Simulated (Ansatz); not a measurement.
In2O3 on the sites of the corundum structure (relaxed group R-3c) at its r2SCAN geometry, run in the PAW code Ansatz at 4 levels of theory. No magnetic order and no zero-point or thermal motion.

The PBE+SOC input:
```yaml
crystal:
  lattice:
    - [2.7538188731, 1.5899180659, 4.8543342334]
    - [-2.7538188731, 1.5899180659, 4.8543342334]
    - [0.0, -3.1798361371, 4.8543342317]
  atoms:
    - { symbol: In, position: [0.1429605409, 0.1429605409, 0.1429605409] }
    - { symbol: In, position: [0.3570394591, 0.3570394591, 0.3570394591] }
    - { symbol: In, position: [0.6429605409, 0.6429605409, 0.6429605409] }
    - { symbol: In, position: [0.8570394591, 0.8570394591, 0.8570394591] }
    - { symbol: O, position: [0.953385986, 0.546614014, 0.25] }
    - { symbol: O, position: [0.453385986, 0.75, 0.046614014] }
    - { symbol: O, position: [0.546614014, 0.25, 0.953385986] }
    - { symbol: O, position: [0.25, 0.953385986, 0.546614014] }
    - { symbol: O, position: [0.75, 0.046614014, 0.453385986] }
    - { symbol: O, position: [0.046614014, 0.453385986, 0.75] }
kpoints:
  mp_grid: { grid: [6, 6, 6] }
  band_path:
    path:
      - [0.0, 0.0, 0.0]
      - [0.5, 0.5, 0.5]
      - [0.7618180473, 0.2381819527, 0.5]
      - [0.5, -0.2381819527, 0.2381819527]
      - [0.5, 0.0, 0.0]
      - [0.3690909763, -0.3690909763, 0.0]
      - [0.6309090237, 0.0, 0.3690909763]
      - [0.5, 0.0, 0.5]
      - [0.0, 0.192708, -0.197917]
    npoints: 1
hamiltonian:
  xc: pbe
scf:
  occupations: { method: fermi_dirac, width: 0.02 }
  n_extra_bands: 12
magnetization:
  noncollinear: true
  spin_orbit: true
output:
  forces: true
  stress: true
  eigenvalues: true
```

Main results, then, where recorded, the levels near the gap in eV from the Fermi energy (columns number the bands from 0), one row a point of the path (Γ, T, H₂, H₀, L, S₀, S₂, F, (0, 0.193, -0.198)):
```
Crystal: 10 atoms, lattice volume = 127.524 Å³
Symmetry: 12 space group operations + 12 with time reversal
Magnetic group: BNS 167.104 (UNI 1334)
```
```
Basis set: ecut = 420 eV, 2489 PW (Γ)
k-points: 32 of 216
SCF 1 converged in 8 iterations: F = -25804.022529 eV  dr2 = 8.53e-8
Free energy (F): -25804.022529 eV
Fermi energy:    9.469772 eV
--- Forces (eV/Å), atoms counted from 1 ---
  atom   1  In      0.00000      0.00000    -0.10940
  atom   2  In      0.00000      0.00000      0.10940
  atom   3  In      0.00000      0.00000    -0.10940
  atom   4  In      0.00000      0.00000      0.10940
  atom   5  O     -0.00459      0.00000      0.00000
  atom   6  O     -0.00230    -0.00398      0.00000
  atom   7  O       0.00230      0.00398      0.00000
  atom   8  O       0.00230    -0.00398      0.00000
  atom   9  O     -0.00230      0.00398      0.00000
  atom  10  O       0.00459      0.00000      0.00000
--- Stress (GPa, compression-positive) ---
        6.513538       0.000000       0.000000
        0.000000       6.513538       0.000000
        0.000000       0.000000       5.914579
  P = ⅓ Tr σ = 6.3139 GPa (63.139 kbar)
```

The PBE+SOC gap is indirect, 1.22 eV (k = (0, 0.193, -0.198) to Γ), below the direct gap of 1.26 eV at Γ.

Q: In the first input these blocks are replaced (the band path and keys that only write files left aside):
```yaml
hamiltonian:
  xc: r2scan
scf:
  occupations: { method: fixed }
  n_extra_bands: 6
```
(magnetization left out)
What comes out?

A:
```
Basis set: ecut = 500 eV, 3227 PW (Γ)
k-points: 32 of 216
SCF 1 converged in 7 iterations: F = -25861.469325 eV  dr2 = 3.38e-8
Free energy (F): -25861.469325 eV
Fermi energy:    8.431945 eV
--- Forces (eV/Å), atoms counted from 1 ---
  atom   1  In      0.00000      0.00000    -0.00104
  atom   2  In      0.00000      0.00000      0.00104
  atom   3  In      0.00000      0.00000    -0.00104
  atom   4  In      0.00000      0.00000      0.00104
  atom   5  O       0.00012      0.00000      0.00000
  atom   6  O       0.00006      0.00011      0.00000
  atom   7  O     -0.00006    -0.00011      0.00000
  atom   8  O     -0.00006      0.00011      0.00000
  atom   9  O       0.00006    -0.00011      0.00000
  atom  10  O     -0.00012      0.00000      0.00000
--- Stress (GPa, compression-positive) ---
        0.002697       0.000000       0.000000
        0.000000       0.002697       0.000000
        0.000000       0.000000       0.000039
  P = ⅓ Tr σ = 0.0018 GPa (0.018 kbar)
```
```tsv
band_41	band_42	band_43	band_44	band_45	band_46
-0.258	-0.032	-0.032	1.804	6.185	6.964
-0.187	-0.187	-0.187	4.947	4.947	7.883
-0.340	-0.148	-0.148	6.202	6.202	6.508
-0.340	-0.148	-0.148	6.202	6.202	6.508
-0.712	-0.063	-0.063	5.522	5.522	6.552
-0.256	-0.198	-0.063	5.910	6.124	6.331
-0.256	-0.198	-0.063	5.910	6.124	6.331
-0.324	-0.074	-0.033	5.780	6.095	7.118
-0.141	-0.138	0.006	3.963	6.451	6.774
```
With r2SCAN the valence top lies at k = (0, 0.193, -0.198) and the conduction bottom at Γ, 1.80 eV higher; the smallest vertical gap, at Γ, is 1.84 eV. The mean stress is close to zero (0.00 GPa).

HSE06. Against the first input these blocks differ (the band path and keys that only write files left aside):
```yaml
kpoints:
  mp_grid: { grid: [4, 4, 4] }
hamiltonian:
  xc: hse06
scf:
  occupations: { method: fixed }
  n_extra_bands: 6
```
(magnetization left out)

```
Basis set: ecut = 420 eV, 2489 PW (Γ)
k-points: 13 of 64
SCF 1 stopped early in 2 iterations: F = -25796.382791 eV  dr2 = 6.86e-5
Exchange kernel: α = 0.2500, screened, ω = 0.2079 Å⁻¹, Wigner–Seitz truncation, v(0) = 1046.2138 eV·Å³, q-mesh 4×4×4
SCF 2 stopped early in 6 iterations: F = -25811.004188 eV  dr2 = 2.78e-6
hybrid outer 1: dexx = +5.040e-2 eV, tail = 9.72e-5 eV
SCF 3 converged in 5 iterations: F = -25811.002657 eV  dr2 = 4.22e-9
hybrid outer 2: dexx = +1.453e-6 eV, tail = 2.68e-8 eV, Δε = 2.71e-3 eV, ΔF = 1.16e-3 eV/Å
Free energy (F): -25811.002656 eV
Fermi energy:    7.678927 eV
--- Forces (eV/Å), atoms counted from 1 ---
  atom   1  In      0.00000      0.00000      0.01167
  atom   2  In      0.00000      0.00000    -0.01167
  atom   3  In      0.00000      0.00000      0.01167
  atom   4  In      0.00000      0.00000    -0.01167
  atom   5  O     -0.03513      0.00000      0.00000
  atom   6  O     -0.01757    -0.03043      0.00000
  atom   7  O       0.01757      0.03043      0.00000
  atom   8  O       0.01757    -0.03043      0.00000
  atom   9  O     -0.01757      0.03043      0.00000
  atom  10  O       0.03513      0.00000      0.00000
--- Stress (GPa, compression-positive) ---
       -1.276619       0.000000       0.000000
        0.000000      -1.276619       0.000000
        0.000000       0.000000      -0.704137
  P = ⅓ Tr σ = -1.0858 GPa (-10.858 kbar)
```
```tsv
band_41	band_42	band_43	band_44	band_45	band_46
-0.252	0.000	0.000	2.740	7.226	8.088
-0.177	-0.177	-0.177	5.979	5.979	9.112
-0.353	-0.143	-0.143	7.305	7.305	7.646
-0.353	-0.143	-0.143	7.305	7.305	7.646
-0.710	-0.067	-0.067	6.601	6.601	7.643
-0.249	-0.182	-0.057	6.986	7.233	7.456
-0.249	-0.182	-0.057	6.986	7.233	7.456
-0.295	-0.052	-0.033	6.867	7.222	8.320
-0.148	-0.114	0.010	4.951	7.525	7.911
```

HSE06 gives an indirect gap of 2.73 eV, from k = (0, 0.193, -0.198) to Γ; the least direct gap is 2.74 eV at Γ. Least and direct gap differ so little that the kind isn't settled. The mean pressure at these positions is -1.1 GPa, compression counted positive. The stress of a hybrid is loosely converged here.

Q: In the first input these blocks are replaced (the band path and keys that only write files left aside):
```yaml
kpoints:
  mp_grid: { grid: [4, 4, 4] }
hamiltonian:
  xc: pbe0
scf:
  occupations: { method: fixed }
  n_extra_bands: 6
```
(magnetization left out)
What comes out?

A:
```
Basis set: ecut = 420 eV, 2489 PW (Γ)
k-points: 13 of 64
SCF 1 stopped early in 2 iterations: F = -25796.383210 eV  dr2 = 6.98e-5
Exchange kernel: α = 0.2500, full range, Wigner–Seitz truncation, v(0) = 14047.1407 eV·Å³, q-mesh 4×4×4
SCF 2 stopped early in 6 iterations: F = -25808.770693 eV  dr2 = 6.90e-6
hybrid outer 1: dexx = +6.798e-2 eV, tail = 1.14e-4 eV
SCF 3 converged in 4 iterations: F = -25808.769502 eV  dr2 = 6.30e-9
hybrid outer 2: dexx = +1.487e-6 eV, tail = 3.87e-8 eV, Δε = 3.03e-3 eV, ΔF = 1.07e-3 eV/Å
Free energy (F): -25808.769502 eV
Fermi energy:    7.284128 eV
--- Forces (eV/Å), atoms counted from 1 ---
  atom   1  In      0.00000      0.00000      0.00435
  atom   2  In      0.00000      0.00000    -0.00435
  atom   3  In      0.00000      0.00000      0.00435
  atom   4  In      0.00000      0.00000    -0.00435
  atom   5  O     -0.03548      0.00000      0.00000
  atom   6  O     -0.01774    -0.03073      0.00000
  atom   7  O       0.01774      0.03073      0.00000
  atom   8  O       0.01774    -0.03073      0.00000
  atom   9  O     -0.01774      0.03073      0.00000
  atom  10  O       0.03548      0.00000      0.00000
--- Stress (GPa, compression-positive) ---
       -1.410004       0.000000       0.000000
        0.000000      -1.410004       0.000000
        0.000000       0.000000      -0.833975
  P = ⅓ Tr σ = -1.2180 GPa (-12.180 kbar)
```
```tsv
band_41	band_42	band_43	band_44	band_45	band_46
-0.255	0.000	0.000	3.431	7.971	8.862
-0.176	-0.176	-0.176	6.727	6.727	9.891
-0.358	-0.145	-0.145	8.069	8.069	8.409
-0.358	-0.145	-0.145	8.069	8.069	8.409
-0.714	-0.070	-0.070	7.360	7.360	8.402
-0.251	-0.185	-0.058	7.746	7.994	8.219
-0.251	-0.185	-0.058	7.746	7.994	8.219
-0.298	-0.054	-0.034	7.628	7.988	9.097
-0.152	-0.112	0.011	5.689	8.288	8.677
```
PBE0 gives an indirect gap of 3.42 eV, from k = (0, 0.193, -0.198) to Γ; the least direct gap is 3.43 eV at Γ. Least and direct gap differ so little that the kind isn't settled. With the atoms held, the mean pressure is -1.2 GPa (compression positive). (The program warns that its thresholds are loose for a hybrid's stress.)

The hybrids run on coarser meshes, which limits their stresses and small splittings of levels.

Totals of different functionals, or with and without spin-orbit coupling, can't be compared.

Only the levels marked +SOC include spin-orbit coupling.

The meshes of the hybrids are coarse, so their gaps aren't converged to the digits shown.
